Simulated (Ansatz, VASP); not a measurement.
**BP in VASP and in Ansatz**

INCAR

```
PREC = Accurate ; ENCUT = 600
EDIFF = 1E-6 ; ISMEAR = 0
SIGMA = 0.02 ; LREAL = F
LASPH = T ; NELM = 60
ALGO = Normal ; ISIF = 3
LWAVE = F ; LCHARG = F
GGA = PE ; IBRION = 2
NSW = 100 ; EDIFFG = -0.005
```

File KPOINTS:

```
Automatic mesh
0
Gamma
  10 10 10
```

The input POSCAR:

```
BP
1.0
    0.0000000000      2.2660723845      2.2660723845
    2.2660723845      0.0000000000      2.2660723845
    2.2660723845      2.2660723845      0.0000000000
B P
1 1
Direct
    0.0000000000      0.0000000000      0.0000000000
    0.2500000000      0.2500000000      0.2500000000
```

Input for Ansatz:

```yaml
crystal:
  lattice:
    - [0.0, 2.2660723845, 2.2660723845]
    - [2.2660723845, 0.0, 2.2660723845]
    - [2.2660723845, 2.2660723845, 0.0]
  atoms:
    - { symbol: B, position: [0.0, 0.0, 0.0] }
    - { symbol: P, position: [0.25, 0.25, 0.25] }
basis:
  ecutwfc: 420
kpoints:
  mp_grid: { grid: [10, 10, 10] }
hamiltonian:
  xc: pbe
scf:
  occupations: { method: gaussian, width: 0.02 }
output:
  forces: true
  stress: true
  eigenvalues: true
relax:
  adjacent_minimum: "off"
  f_tol: 0.005
  max_steps: 80
  cell: { stress_tol: 0.05 }
```

The cell is a database's computed one.

Alike in both runs: task relaxation of cell and atoms; functional PBE; k mesh 10 × 10 × 10; occupations gaussian, width 0.02 eV; no spin polarisation.

```csv
,VASP,Ansatz
version,VASP 6.6.1,Ansatz 0.2.0
potentials or method,"VASP PAW PBE potentials, release 64 (B, P)","scalar-relativistic, plane waves, PAW"
plane-wave cutoff (eV),600,420
valence electrons in the cell,8,8
```

|  | VASP | Ansatz | Ansatz less VASP |
| --- | --- | --- | --- |
| gap on the k mesh at the Fermi level, each at its own relaxed structure (eV) | 1.25 | 1.25 | +0.005 |
| relaxed volume (Å³/atom) | 11.75 | 11.76 | +0.015 |
| relaxed cell length with the largest relative difference (Å) | 3.215 | 3.216 | +0.0014 |

A k mesh can miss the band edges.
